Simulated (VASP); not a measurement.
# Ga3Sb (I4/mmm) in VASP: band structure with PBE

Aim: the band structure of Ga3Sb with PBE.

Program: VASP 6.6.1. These are calculated values, not measurements. Logs are shortened: lines on timing, memory, paths and dates and some standing lists are left out, and cuts for length are marked.

## (1) The structure

The structure is tetragonal, space group I4/mmm (No. 139). The conventional cell has a = 4.008 Å, b = 4.008 Å, c = 11.417 Å, α = 90.00°, β = 90.00°, γ = 90.00°. Ga (site symmetry 4mm) has 5 Ga at 2.83 to 2.86 Å and 1 Sb at 2.84 Å as nearest neighbours. Ga (site symmetry 4/mmm) is surrounded by 4 Sb at 2.83 Å and 2 Ga at 2.86 Å. Sb (site symmetry 4/mmm) is surrounded by 6 Ga at 2.83 to 2.84 Å.

The cell was built by a generator and needn't be a form met in nature.

## (2) Band structure, PBE

File INCAR:

```
PREC = Accurate ; ENCUT = 520
EDIFF = 1E-6 ; ISMEAR = 0
SIGMA = 0.1 ; LREAL = False
LASPH = True ; NELM = 80
ALGO = Normal ; ISIF = 2
LWAVE = False ; LCHARG = False
GGA = PE ; NBANDS = 30
KPAR = 2
```

File KPOINTS:

```
regular mesh
0
Gamma
  12 12 12
```

File POSCAR:

```
Ga3Sb
1.0
   -2.0041000000      2.0041000000      5.7086200000
    2.0041000000     -2.0041000000      5.7086200000
    2.0041000000      2.0041000000     -5.7086200000
Ga Sb
3 1
Direct
    0.2508780000      0.2508780000      0.0000000000
    0.7491220000      0.7491220000      0.0000000000
    0.0000000000      0.0000000000      0.0000000000
    0.5000000000      0.5000000000      0.0000000000
```

File KPOINTS_OPT:

```
path GXYSGZS1NPY1Z,XP
15
line-mode
reciprocal
 0.0000000000  0.0000000000  0.0000000000  G
-0.5000000000  0.5000000000  0.0000000000  X

-0.5000000000  0.5000000000  0.0000000000  X
-0.5000000000  0.5000000000 -0.0616235213  Y

-0.5000000000  0.5000000000 -0.0616235213  Y
-0.2808117606  0.2808117606 -0.2808117606  S

-0.2808117606  0.2808117606 -0.2808117606  S
 0.0000000000  0.0000000000  0.0000000000  G

 0.0000000000  0.0000000000  0.0000000000  G
 0.5000000000  0.5000000000 -0.5000000000  Z

 0.5000000000  0.5000000000 -0.5000000000  Z
 0.2808117606  0.7191882394 -0.7191882394  S1

 0.2808117606  0.7191882394 -0.7191882394  S1
 0.0000000000  0.5000000000 -0.5000000000  N

 0.0000000000  0.5000000000 -0.5000000000  N
-0.2500000000  0.7500000000 -0.2500000000  P

-0.2500000000  0.7500000000 -0.2500000000  P
 0.0616235213  0.9383764787 -0.5000000000  Y1

 0.0616235213  0.9383764787 -0.5000000000  Y1
 0.5000000000  0.5000000000 -0.5000000000  Z

-0.5000000000  0.5000000000  0.0000000000  X
-0.2500000000  0.7500000000 -0.2500000000  P
```

Potentials or basis: VASP PAW PBE potentials, release 64 (Ga_d, Sb).

Launch:

```sh
$ cat potpaw_PBE.64/Ga_d/POTCAR potpaw_PBE.64/Sb/POTCAR > POTCAR
$ mpirun -np 2 vasp_std > vasp.out
```

OUTCAR:

```text
PREC = Accurate
   ENCUT = 520
   EDIFF = 1E-6
   ISMEAR = 0
   LREAL = False
   LASPH = True
   NELM = 80
   ISIF = 2
   GGA = PE

 ion  position               nearest neighbor table
   1  0.251  0.251  0.000-   2 2.83   2 2.83   2 2.83   2 2.83   4 2.84   3 2.86
   2  0.749  0.749  0.000-   1 2.83   1 2.83   1 2.83   1 2.83   4 2.84   3 2.86
   3  0.000  0.000  0.000-   4 2.83   4 2.83   4 2.83   4 2.83   2 2.86   1 2.86
   4  0.500  0.500  0.000-   3 2.83   3 2.83   3 2.83   3 2.83   2 2.84   1 2.84

  LATTYP: Found a body centered tetragonal cell.
 ALAT       =     4.0082000000
 C/A-ratio  =     2.8484706352

  Lattice vectors:

 A1 = (  -2.0041000000,   2.0041000000,   5.7086200000)
 A2 = (   2.0041000000,  -2.0041000000,   5.7086200000)
 A3 = (   2.0041000000,   2.0041000000,  -5.7086200000)

Analysis of symmetry for initial positions (statically):
=====================================================================
 Subroutine PRICEL returns:
 Original cell was already a primitive cell.

 Routine SETGRP: Setting up the symmetry group for a
 body centered tetragonal supercell.

 Subroutine GETGRP returns: Found 16 space group operations
 (whereof 16 operations were pure point group operations)
 out of a pool of 16 trial point group operations.

The static configuration has the point symmetry D_4h.

Analysis of symmetry for dynamics (positions and initial velocities):
=====================================================================
 Subroutine PRICEL returns:
 Original cell was already a primitive cell.

 Routine SETGRP: Setting up the symmetry group for a
 body centered tetragonal supercell.

 Subroutine GETGRP returns: Found 16 space group operations
 (whereof 16 operations were pure point group operations)
 out of a pool of 16 trial point group operations.

The dynamic configuration has the point symmetry D_4h.

 Subroutine INISYM returns: Found 16 space group operations
 (whereof 16 operations are pure point group operations),
 and found     1 'primitive' translations

----------------------------------------------------------------------------------------

                                     Primitive cell

  volume of cell :      91.7128

  direct lattice vectors                    reciprocal lattice vectors
    -2.004100000  2.004100000  5.708620000     0.000000000  0.249488548  0.087586842
     2.004100000 -2.004100000  5.708620000     0.249488548  0.000000000  0.087586842
     2.004100000  2.004100000 -5.708620000     0.249488548  0.249488548  0.000000000

  length of vectors
     6.373474400  6.373474400  6.373474400     0.264416321  0.264416321  0.352830089

  position of ions in fractional coordinates (direct lattice)
     0.250878000  0.250878000  0.000000000
     0.749122000  0.749122000  0.000000000
     0.000000000  0.000000000  0.000000000
     0.500000000  0.500000000  0.000000000

  ion indices of the primitive-cell ions
   primitive index   ion index
                 1           1
                 2           2
                 3           3
                 4           4

----------------------------------------------------------------------------------------

 KPOINTS: regular mesh

Automatic generation of k-mesh.
 Grid dimensions read from file:
 generate k-points for:   12   12   12

 Generating k-lattice:

  Cartesian coordinates                     Fractional coordinates (reciprocal lattice)
     0.000000000  0.020790712  0.007298904     0.083333333  0.000000000 -0.000000000
     0.020790712  0.000000000  0.007298904     0.000000000  0.083333333 -0.000000000
     0.020790712  0.020790712  0.000000000     0.000000000  0.000000000  0.083333333

  Length of vectors
     0.022034693  0.022034693  0.029402507

  Shift w.r.t. Gamma in fractional coordinates (k-lattice)
     0.000000000  0.000000000  0.000000000

 Subroutine IBZKPT returns following result:
 ===========================================

 Found    163 irreducible k-points:

 Following reciprocal coordinates:
            Coordinates               Weight
  0.000000  0.000000  0.000000      1.000000
  0.083333  0.000000  0.000000      8.000000
  0.166667 -0.000000  0.000000      8.000000
  0.250000  0.000000  0.000000      8.000000
  0.333333  0.000000 -0.000000      8.000000
  0.416667  0.000000 -0.000000      8.000000
[... 16 lines left out ...]
  0.500000  0.166667  0.000000     16.000000
 -0.416667  0.166667  0.000000     16.000000
 [... further k-points ...]
   k-points           NKPTS =    163   k-points in BZ     NKDIM =    163   number of bands    NBANDS=     30
   number of dos      NEDOS =    301   number of ions     NIONS =      4
   total plane-waves  NPLWV = 110592
   dimension x,y,z NGX =    48 NGY =   48 NGZ =   48
   dimension x,y,z NGXF=    96 NGYF=   96 NGZF=   96
   ions per type =               3   1
   NGX,Y,Z   is equivalent  to a cutoff of  12.52, 12.52, 12.52 a.u.
   NGXF,Y,Z  is equivalent  to a cutoff of  25.04, 25.04, 25.04 a.u.
 SYSTEM =  unknown system
   PREC   = accura    normal or accurate (medium, high low for compatibility)
   ISTART =      0    job   : 0-new  1-cont  2-samecut
   ICHARG =      2    charge: 1-file 2-atom 10-const
   ISPIN  =      1    spin polarized calculation?
   LNONCOLLINEAR =      F non collinear calculations
   LSORBIT =      F    spin-orbit coupling
   LASPH  =      T    aspherical Exc in radial PAW
   ENCUT  =  520.0 eV  38.22 Ry    6.18 a.u.  11.85 11.85 11.85*2*pi/ulx,y,z
   NELM   =     80;   NELMIN=  2; NELMDL= -5     # of ELM steps
   EDIFF  = 0.1E-05   stopping-criterion for ELM
   LREAL  =      F    real-space projection
   EDIFFG = 0.1E-04   stopping-criterion for IOM
   NSW    =      0    number of steps for IOM
   IBRION =     -1    ionic relax: 0-MD 1-quasi-New 2-CG
   NFREE  =      0    steps in history (QN), initial steepest desc. (CG)
   ISIF   =      2    stress and relaxation
   ISYM   =      2    0-nonsym 1-usesym 2-fastsym
   POTIM  = 0.5000    time-step for ionic-motion
   TEBEG  =    0.0;   TEEND  =   0.0 temperature during run
   PSTRESS=    0.0 pullay stress
   NELECT =      44.0000    total number of electrons
   NUPDOWN=      -1.0000    fix difference up-down
   EMIN   =  10.00;   EMAX   =-10.00  energy-range for DOS
   EFERMI =   0.00;   METHOD = LEGACY
   ISMEAR =     0;   SIGMA  =   0.10  broadening in eV -4-tet -1-fermi 0-gaus
   EFERMI_NEDOS =   21; number of points for ismear=-14 and -15
   IALGO  =     38    algorithm
   IMIX   =      4    mixing-type and parameters
     AMIX     =   0.40;   BMIX     =  1.00
     AMIX_MAG =   1.60;   BMIX_MAG =  1.00
  volume/ion in A,a.u.               =      22.93       154.73
  Fermi-wavevector in a.u.,A,eV,Ry     =   1.281590  2.421854 22.347199  1.642473
  Thomas-Fermi vector in A             =   2.413951
   LORBIT       =      0    0 simple, 1 ext, 2 COOP (PROOUT), +10 PAW based schemes
   GGA     = PE    functional components
   LHFCALC =     F    Hartree Fock is set to
   AEXX    =    0.0000 exact exchange contribution
   IVDW    =     0    specifies the selected vdW correction
   LEPSILON=     F    determine dielectric tensor
   LRPA    =     F    only Hartree local field effects (RPA)
 non-spin polarized calculation
 Gauss-broadening in eV      SIGMA  =   0.10
  energy-cutoff  :      520.00
  volume of cell :       91.71
 maximum number of plane-waves:      2514
   NGX = 23   NGY = 23   NGZ = 23

 number of electron      44.0000014 magnetization

 Free energy of the ion-electron system (eV)
  ---------------------------------------------------
  ext. energy  EPLUGINS =         0.00000000
  ---------------------------------------------------
  free energy    TOTEN  =       -12.61412402 eV

  energy without entropy =      -12.60710962  energy(sigma->0) =      -12.61061682

 E-fermi :   5.4220     XC(G=0): -10.2125

 val. band max:        5.4201612335   @ k =  -0.3333   0.4167   0.3333
 cond. band min:       5.4235700907   @ k =   0.4167   0.0833   0.0833
 fundamental gap:      0.0034088572
 Fermi energy:         5.4219779408

 k-point     1 :       0.0000    0.0000    0.0000
  band No.  band energies     occupation
      1      -9.6445      2.00000
      2      -9.6207      2.00000
      3      -9.5380      2.00000
      4      -9.4849      2.00000
      5      -9.4849      2.00000
      6      -9.4845      2.00000
[... 22 lines left out ...]
     29      12.4877      0.00000
     30      12.8050      0.00000

 k-point     2 :       0.0833    0.0000    0.0000
  band No.  band energies     occupation
      1      -9.6375      2.00000
      2      -9.6188      2.00000
      3      -9.5328      2.00000
      4      -9.4870      2.00000
      5      -9.4864      2.00000
      6      -9.4841      2.00000
[... 22 lines left out ...]
     29      12.0628      0.00000
     30      12.4810      0.00000

 k-point     3 :       0.1667   -0.0000    0.0000
  band No.  band energies     occupation
      1      -9.6169      2.00000
      2      -9.6138      2.00000
      3      -9.5177      2.00000
      4      -9.4920      2.00000
      5      -9.4912      2.00000
      6      -9.4873      2.00000
[... 22 lines left out ...]
     29      11.8492      0.00000
     30      12.1622      0.00000

 k-point     4 :       0.2500    0.0000    0.0000
  band No.  band energies     occupation
      1      -9.6070      2.00000
      2      -9.5835      2.00000
      3      -9.5001      2.00000
      4      -9.4977      2.00000
      5      -9.4920      2.00000
      6      -9.4900      2.00000
[... 22 lines left out ...]
     29      11.9483      0.00000
     30      12.5306      0.00000

 k-point     5 :       0.3333    0.0000   -0.0000
  band No.  band energies     occupation
      1      -9.6002      2.00000
      2      -9.5397      2.00000
      3      -9.5039      2.00000
      4      -9.5038      2.00000
      5      -9.4916      2.00000
      6      -9.4689      2.00000
[... 22 lines left out ...]
     29      11.7008      0.00000
     30      12.1198      0.00000
[... 526 lines left out ...]
     29      12.0414      0.00000
     30      12.2075      0.00000

 k-point    22 :       0.4167    0.1667   -0.0000
  band No.  band energies     occupation
      1      -9.5966      2.00000
      2      -9.5272      2.00000
      3      -9.5183      2.00000
      4      -9.5144      2.00000
      5      -9.4997      2.00000
      6      -9.4554      2.00000
[... 22 lines left out ...]
     29      11.6548      0.00000
     30      12.5931      0.00000

 k-point    23 :       0.5000    0.1667    0.0000
  band No.  band energies     occupation
      1      -9.5961      2.00000
      2      -9.5262      2.00000
      3      -9.5138      2.00000
      4      -9.5020      2.00000
      5      -9.4922      2.00000
      6      -9.4622      2.00000
[... 22 lines left out ...]
     29      11.9911      0.00000
     30      12.4270      0.00000

 k-point    24 :      -0.4167    0.1667    0.0000
  band No.  band energies     occupation
      1      -9.6007      2.00000
      2      -9.5236      2.00000
      3      -9.5105      2.00000
      4      -9.5064      2.00000
      5      -9.4960      2.00000
      6      -9.4571      2.00000
[... 22 lines left out ...]
     29      11.5806      0.00000
     30      12.5248      0.00000

 [... further k-points ...]
[... 5 lines left out ...]
  --------------------------------------------------------------------------------------
  -------------------------------------------------------------------------------------
  Total        0.0173685      0.0173685      0.0091814      0.0000000      0.0000000      0.0000000
  in kB        0.3034199      0.3034199      0.1603940      0.0000000      0.0000000      0.0000000
  external PRESSURE =       0.2557446 kB  Pullay stress =       0.0000000 kB

 VOLUME and BASIS-vectors are now :
 -----------------------------------------------------------------------------
  energy-cutoff  :      520.00
  volume of cell :       91.71
      direct lattice vectors                 reciprocal lattice vectors
    -2.004100000  2.004100000  5.708620000     0.000000000  0.249488548  0.087586842
     2.004100000 -2.004100000  5.708620000     0.249488548  0.000000000  0.087586842
     2.004100000  2.004100000 -5.708620000     0.249488548  0.249488548  0.000000000

 POSITION                                       TOTAL-FORCE (eV/Angst)
 -----------------------------------------------------------------------------------
      0.00000      0.00000      2.86433        -0.000000     -0.000000      0.002572
      0.00000      0.00000      8.55291         0.000000      0.000000     -0.002572
      0.00000      0.00000      0.00000        -0.000000     -0.000000     -0.000000
      0.00000      0.00000      5.70862        -0.000000     -0.000000      0.000000
 -----------------------------------------------------------------------------------
    total drift:                               -0.000000      0.000000      0.000000

  FREE ENERGIE OF THE ION-ELECTRON SYSTEM (eV)
  ---------------------------------------------------
  free  energy   TOTEN  =       -12.6141240245 eV

  energy  without entropy=      -12.6071096174  energy(sigma->0) =      -12.61061682
```

It took 6.6 min on 2 MPI ranks of Intel Xeon Platinum 8488C (Sapphire Rapids), shared host; peak memory 0.76 GiB.

What came out:

| Quantity | Value |
| --- | --- |
| Free energy | -12.6141 eV |
| Pressure | 0.0 GPa |
| Band gap along the path | none (metal or under the smearing width) |

Forces on the atoms (eV/Å):
```
Ga   0.000  0.000  0.003
Ga   0.000  0.000 -0.003
Ga   0.000  0.000  0.000
Sb   0.000  0.000  0.000
```

Levels at the corners of the path, in eV from the Fermi level:
```tsv
point	band 18	band 19	band 20	band 21	band 22	band 23	band 24	band 25	band 26	band 27
Γ	-4.68	-2.64	-1.46	-1.39	-1.39	0.36	0.36	4.10	4.98	6.33
X	-5.37	-4.74	-4.22	-3.02	-2.65	-1.62	-1.40	3.38	3.46	3.95
X	-5.37	-4.74	-4.22	-3.02	-2.65	-1.62	-1.40	3.38	3.46	3.95
Y	-5.75	-4.67	-3.72	-2.89	-2.18	-1.51	-1.33	3.14	3.53	3.68
Y	-5.75	-4.67	-3.72	-2.89	-2.18	-1.51	-1.33	3.14	3.53	3.68
S	-7.23	-4.22	-1.93	0.03	1.39	1.75	2.10	2.32	3.58	3.61
S	-7.23	-4.22	-1.93	0.03	1.39	1.75	2.10	2.32	3.58	3.61
Γ	-4.68	-2.64	-1.46	-1.39	-1.39	0.36	0.36	4.10	4.98	6.33
Γ	-4.68	-2.64	-1.46	-1.39	-1.39	0.36	0.36	4.10	4.98	6.33
Z	-3.27	-1.85	-1.85	-0.40	0.52	1.46	1.46	1.53	1.71	3.44
Z	-3.27	-1.85	-1.85	-0.40	0.52	1.46	1.46	1.53	1.71	3.44
S1	-7.23	-4.22	-1.93	0.03	1.39	1.75	2.10	2.32	3.58	3.61
S1	-7.23	-4.22	-1.93	0.03	1.39	1.75	2.10	2.32	3.58	3.61
N	-5.89	-5.83	-1.13	-0.16	0.36	1.85	2.05	2.29	3.49	3.76
N	-5.89	-5.83	-1.13	-0.16	0.36	1.85	2.05	2.29	3.49	3.76
P	-4.53	-4.53	-4.42	-4.35	-2.02	-2.02	0.05	0.86	4.68	4.68
P	-4.53	-4.53	-4.42	-4.35	-2.02	-2.02	0.05	0.86	4.68	4.68
Y1	-5.75	-4.67	-3.72	-2.89	-2.18	-1.51	-1.33	3.14	3.53	3.68
Y1	-5.75	-4.67	-3.72	-2.89	-2.18	-1.51	-1.33	3.14	3.53	3.68
Z	-3.27	-1.85	-1.85	-0.40	0.52	1.46	1.46	1.53	1.71	3.44
X	-5.37	-4.74	-4.22	-3.02	-2.65	-1.62	-1.40	3.38	3.46	3.95
P	-4.53	-4.53	-4.42	-4.35	-2.02	-2.02	0.05	0.86	4.68	4.68
```

Caveat: spin-orbit coupling is left out, which moves the levels of the heavy elements.
